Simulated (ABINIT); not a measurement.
Runs of ABINIT 10.8.3 (patched build) on Mo. It takes space group Im-3m (No. 229, cubic). Conventional cell: a = 3.168 Å, b = 3.168 Å, c = 3.168 Å, α = 90.00°, β = 90.00°, γ = 90.00°. Around Mo (site symmetry m-3m) lie 8 Mo at 2.74 Å. 

| task | level | potentials or basis | cutoff (eV) | fine-grid cutoff | gap on the mesh (eV) | pressure (GPa) |
| --- | --- | --- | --- | --- | --- | --- |
| band structure | r2SCAN | PseudoDojo NC SR PBE v0.4.1 standard | 1306 | - | none | -5.3 |
| single point | PBEsol | PseudoDojo NC SR PBEsol v0.4.1 standard | 1088 | - | none | -9.4 |
| band structure | r2SCAN | JTH PAW PBE v2.0 | 490 | 979.61 eV | none | (a) |
| band structure | r2SCAN | Ansatz NC r2SCAN | 1306 | - | none | -4.5 |

Alike in all rows: no spin polarisation; cell as given; k mesh 12 × 12 × 12; smearing fermi-dirac 0.05 eV.

Fill in the values left out.

(a) -3.3.

Caveats: a meta-GGA on potentials with a model core is unreliable (some runs); the potentials were made for another functional, which shifts forces and pressure (some runs); the PAW data sets were made with another functional, which shifts forces and pressure a little (some runs).

A k mesh can miss the band edges, and the runs leave out spin-orbit coupling on Mo.

A gap of «none» marks a metal or a gap under the smearing width.
